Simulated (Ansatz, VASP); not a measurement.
**One calculation of MgS, two programs**

The input INCAR:

```
  PREC = Accurate
  ENCUT = 520
  EDIFF = 1E-6
  ISMEAR = 0
  SIGMA = 0.1
  LREAL = False
  LASPH = True
  NELM = 80
  ALGO = Normal
  ISIF = 2
  LWAVE = False
  LCHARG = False
  GGA = PE
  NBANDS = 11
```

KPOINTS

```
Automatic mesh
0
Gamma
  2 2 2
```

File POSCAR:

```
MgS
1.0
    0.0000000000      2.8331200468      2.8331200468
    2.8331200468      0.0000000000      2.8331200468
    2.8331200468      2.8331200468      0.0000000000
Mg S
1 1
Direct
    0.0000000000      0.0000000000      0.0000000000
    0.8382419368      0.6617580632      0.8382419368
```

Input for Ansatz:

```yaml
crystal:
  lattice:
    - [0.0, 2.8331200468, 2.8331200468]
    - [2.8331200468, 0.0, 2.8331200468]
    - [2.8331200468, 2.8331200468, 0.0]
  atoms:
    - { symbol: Mg, position: [0.0, 0.0, 0.0] }
    - { symbol: S, position: [0.8382419368, 0.6617580632, 0.8382419368] }
basis:
  ecutwfc: 420
kpoints:
  mp_grid: { grid: [2, 2, 2] }
hamiltonian:
  xc: pbe
scf:
  occupations: { method: gaussian, width: 0.1 }
  lower_state_search: "off"
output:
  forces: true
  stress: true
  eigenvalues: true
```

Alike in both runs: task single point; functional PBE; k mesh 2 × 2 × 2; occupations gaussian, width 0.1 eV; no spin polarisation.

|  | VASP | Ansatz |
| --- | --- | --- |
| version | VASP 6.6.1 | Ansatz 0.2.0 |
| potentials or method | VASP PAW PBE potentials, release 64 (Mg, S) | scalar-relativistic, plane waves, PAW |
| plane-wave cutoff (eV) | 520 | 420 |
| valence electrons in the cell | 8 | 16 |

|  | VASP | Ansatz | Ansatz less VASP |
| --- | --- | --- | --- |
| gap on the k mesh at the Fermi level (eV) | 2.77 | 2.77 | +0.003 |
| least direct gap on the mesh (eV) | 2.77 | 2.77 | +0.003 |
| pressure (GPa) | 9.7 | 9.8 | +0.06 |
| largest component of the traceless stress (GPa) | 10.73 | 10.67 | -0.055 |
| rms of the force components (eV/Å) | 1.365 | 1.360 | -0.0051 |

Atom by atom the forces differ by 0.005 eV/Å (rms over components). The two sets of potentials don't hold the same shells in valence.

Caveats: the k mesh is coarse (spacing up to 0.96 Å⁻¹), so the values aren't converged; forces of over 1 eV/Å show positions far from the minimum, so gaps and moduli don't describe the material at rest. A k mesh can miss the band edges. A hybrid or GW would open this gap; PBE tends to underestimate it.
